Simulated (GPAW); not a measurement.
Runs of GPAW 26.7.0 on CuO. Symmetry: P6_3/mmc, No. 194, hexagonal system. The conventional cell has a = 3.180 Å, b = 3.180 Å, c = 4.431 Å, α = 90.00°, β = 90.00°, γ = 120.00°. Cu (site symmetry -3m) is surrounded by 6 O at 2.14 Å and 2 Cu at 2.22 Å. O (site symmetry -6m2) is surrounded by 6 Cu at 2.14 Å. Measurements of this composition are mostly on another form, of space group No. 15.

```tsv
level	potentials or basis	cell	optimizer	fmax	max steps	target pressure	gap on the mesh (eV)	pressure (GPa)	relaxed volume (Å³/atom)
PBEint	PAW data sets generated in the run's folder for this functional, pw	relaxed	FIRE	0.05 eV/Å	60	-	none	0.1	9.45
RPBE+D3	the program's PAW data sets (release 1.2.1) made for this functional, pw	relaxed	BFGS	0.01 eV/Å	40	-	none	0.1	(a)
PBEsol+D4	PAW data sets generated in the run's folder for this functional, pw	relaxed to -2 GPa	FIRE	0.01 eV/Å	100	-2 GPa	none	-2.0	-
PBE+D3(BJ)	GPAW PAW data sets (gpaw-data 1.2.1), pw	relaxed	BFGS	0.05 eV/Å	60	-	none	-0.1	9.48
```

Alike in all rows: task relaxation of cell and atoms; no spin polarisation; k mesh 6 × 6 × 4; cutoff (eV) 800; smearing fermi-dirac 0.05 eV; the mesh is coarse, so values aren't converged.

**Question.** Fill in the values left out.

**Answer.** (a) 9.70.

Caveats: all runs use coarse meshes; with this Cu data set, volumes or pressures lay over 1.5 % or 2 GPa off other programs in two to four cells of ten; later steps reuse the first step's grids; the run has no spin polarisation, though such a crystal can be magnetic; semilocal functionals often make such compounds metallic where correlation or magnetic order opens a gap, which also shifts bond lengths; pairwise dispersion overbinds metals, which lowers pressure and volume (some runs).

A gap of «none» marks a metal or a gap under the smearing width.
